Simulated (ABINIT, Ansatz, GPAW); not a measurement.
**SnO: programs and potentials compared**

```xyz
4
Lattice="3.3550 0.0000 0.0000 0.0000 5.6741 0.0000 0.0000 0.0000 4.2220" Properties=species:S:1:pos:R:3 pbc="T T T"
Sn    1.6775    4.3582    0.0555
Sn    0.0000    1.3159    2.1665
O     1.6775    0.6171    1.0000
O     0.0000    5.0570    3.1110
```

The cell comes from a database or a generator and needn't be the stable form of this composition.

Alike in all runs: task single point; functional PBEsol; k mesh 8 × 5 × 6; occupations fermi-dirac, width 0.05 eV; no spin polarisation; no spin-orbit coupling. Pressure is positive in compression and, in plane waves, holds the error of the finite cutoff, which Ansatz's Pulay term estimates and takes out.

| program and potentials | plane-wave cutoff (eV) | notes | pressure (GPa) | largest force (eV/Å) |
| --- | --- | --- | --- | --- |
| Ansatz, Ansatz PAW | 420 | potentials made for PBE, which Ansatz adapts in part; Pulay term of +0.41 GPa included | -3.07 | 0.427 |
| GPAW, PAW data sets generated for this functional | 800 | - | -3.62 | 0.492 |
| Ansatz, all-electron LAPW, scalar-relativistic | - | - | -3.07 | 0.426 |
| ABINIT, PseudoDojo NC SR PBEsol v0.4.1 standard | 1143 | - | -2.51 | 0.315 |

Force on atom 1 (Sn), eV/Å:

| program and potentials | x | y | z |
| --- | --- | --- | --- |
| Ansatz, Ansatz PAW | 0.000 | 0.408 | -0.125 |
| GPAW, PAW data sets generated for this functional | 0.000 | 0.469 | -0.149 |
| Ansatz, all-electron LAPW, scalar-relativistic | 0.000 | 0.407 | -0.124 |
| ABINIT, PseudoDojo NC SR PBEsol v0.4.1 standard | 0.000 | 0.302 | -0.090 |

The pressure spans -3.62 (GPAW, PAW data sets generated for this functional) to -2.51 GPa (ABINIT, PseudoDojo NC SR PBEsol v0.4.1 standard), with all-electron results at -3.07.

Differences between rows come from potentials, basis sets and numerical settings, since the functional is the same but for its coding. Runs on potential files found faulty are left out.

All four runs put the cell under tension and pull the Sn atom the same way, so PBEsol favours a smaller volume than the one given. In this geometry the oxygen neighbours of each Sn lie on one side, as expected for Sn(II), whose 5s pair, mixed with Sn 5p through O 2p, occupies the open side facing the gap between layers. The force drives Sn towards those oxygens, which suggests that the Sn–O bonds are too long for this functional. A cell relaxed with PBE, which usually gives longer bonds, would show the same signs.

Ansatz PAW practically reproduces the all-electron pressure and force, while GPAW gives more tension and a larger force, and ABINIT less of both. This parallel shift suggests slightly different equilibrium Sn–O lengths, perhaps from the treatment of the Sn semicore shells. The direction of relaxation is therefore secure, its size less so. Pressure alone doesn't show whether the contraction would come mainly within the layers or across the gap between them.
